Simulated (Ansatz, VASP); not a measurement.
# One calculation of Pb, two programs

Contents of INCAR:

```
PREC     = Accurate       # precision mode
ENCUT    = 520            # plane-wave cutoff, eV
EDIFF    = 1E-7           # SCF threshold, eV
ISMEAR   = -1             # smearing method
SIGMA    = 0.05           # smearing width, eV
LREAL    = F              # projectors in reciprocal space
LASPH    = T              # aspherical terms in the spheres
NELM     = 60             # most SCF steps
ALGO     = Normal         # electronic algorithm
ISIF     = 2              # what is computed and relaxed
LWAVE    = F              # write WAVECAR
LCHARG   = F              # write CHGCAR
GGA      = PE             # functional
NBANDS   = 13             # bands
```

KPOINTS

```
Automatic mesh
0
Gamma
  9 9 9
```

File POSCAR:

```
Pb
1.0
   -0.0069630000      2.4696840000      2.4484290000
    2.4475870000     -0.0269830000      2.4684490000
    2.4538240000      2.4959410000     -0.0332200000
Pb
1
Direct
   -0.0123650000      0.0070870000      0.0165600000
```

Contents of input.yaml:

```yaml
crystal:
  lattice:
    - [-0.006963, 2.469684, 2.448429]
    - [2.447587, -0.026983, 2.468449]
    - [2.453824, 2.495941, -0.03322]
  atoms:
    - { symbol: Pb, position: [-0.012365, 0.007087, 0.01656] }
hamiltonian:
  xc: pbe
  pseudopotentials: { kind: paw }
kpoints:
  mp_grid: { grid: [9, 9, 9] }
scf:
  occupations: { method: fermi_dirac, width: 0.05 }
output:
  forces: true
  stress: true
  eigenvalues: true
```

Change from the starting cell: cell strained at random at fixed volume.

Alike in both runs: task single point; functional PBE; k mesh 9 × 9 × 9; occupations fermi-dirac, width 0.05 eV; no spin polarisation.

```csv
,VASP,Ansatz
version,VASP 6.6.1,Ansatz 0.2.0
potentials or method,"VASP PAW PBE potentials, release 64 (Pb_d)",Ansatz PAW
plane-wave cutoff (eV),520,420
valence electrons in the cell,14,14
```

VASP gave:

| Property | Result |
| --- | --- |
| gap on the k mesh at the Fermi level (eV) | none |
| pressure (GPa) | 2.2 |
| largest component of the traceless stress (GPa) | 0.76 |

Task: What did Ansatz give for the same quantities?

Result: gap on the k mesh at the Fermi level (eV): none; pressure (GPa): 2.3; largest component of the traceless stress (GPa): 0.76.

A gap of «none» marks a metal or a gap that the smearing closes.

The runs have no spin-orbit coupling, so splittings on Pb are missing.
